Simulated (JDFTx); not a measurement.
Runs of JDFTx 1.7.0 (patched build) on AlNi. It takes space group Pm-3m (No. 221, cubic). The conventional cell has a = 2.881 Å, b = 2.881 Å, c = 2.881 Å, α = 90.00°, β = 90.00°, γ = 90.00°. Ni (site symmetry m-3m) is surrounded by 8 Al at 2.50 Å. Al (site symmetry m-3m) is surrounded by 8 Ni at 2.50 Å. 

| level | gap on the mesh (eV) | pressure (GPa) | moment (μB) | relaxed volume (Å³/atom) |
| --- | --- | --- | --- | --- |
| PBEsol | none | 0.0 | 0.00 | 11.69 |
| revPBE | none | 0.0 | 0.00 | (b) |
| RPBE | none | 0.0 | 0.00 | 12.23 |
| AM05 | none | 0.0 | 0.00 | 11.63 |
| PBE | none | 0.0 | 0.00 | 12.03 |
| LDA | none | 0.0 | 0.00 | (a) |

Alike in all rows: task relaxation of cell and atoms; potentials or basis PseudoDojo-SR-PBE-0.5-standard with smoothed tails; spin collinear, ferromagnetic start; cell relaxed; k mesh 4 × 4 × 4; cutoff (eV) 1333; smearing fermi-dirac 0.05 eV; the mesh is coarse, so values aren't converged.

Q: Fill in the values left out.

A: (a) 11.44; (b) 12.18.

Caveats: all runs use coarse meshes; the potentials were made for another functional, which shifts forces and pressure (some runs).

A gap of «none» marks a metal or a gap under the smearing width.
